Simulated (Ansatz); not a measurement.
# What spin–orbit coupling does to the bands of La

```
La
1.0
     0.00000    2.64800    2.64800
     2.64800    0.00000    2.64800
     2.64800    2.64800    0.00000
La
1
Direct
  0.00000 0.00000 0.00000
```

The cell is COD entry 9008472, as deposited and not checked against the literature; nothing was relaxed.

Levels of theory: DFT, PBE, all-electron LAPW, scalar-relativistic (Ansatz 0.2.0); DFT, PBE, all-electron LAPW, Dirac equation with spin-orbit coupling (Ansatz 0.2.0).

The runs use a Γ-centred 12×12×12 k mesh, Fermi–Dirac smearing of 0.05 eV, basis error target 0.25 meV/atom, no spin polarisation.

Levels between -8 and 1 eV, each run counted from its own valence-band top where it has a gap, else its Fermi level. Scalar levels are listed once for both spins; with the coupling every spinor state is counted. Levels near the edges of the range can cross them.

At W (0.500, 0.250, 0.750) the scalar-relativistic levels are -0.80, 0.44 (×2). What are they with spin–orbit coupling?

-0.81 (×2), 0.39 (×2), 0.50 (×2).
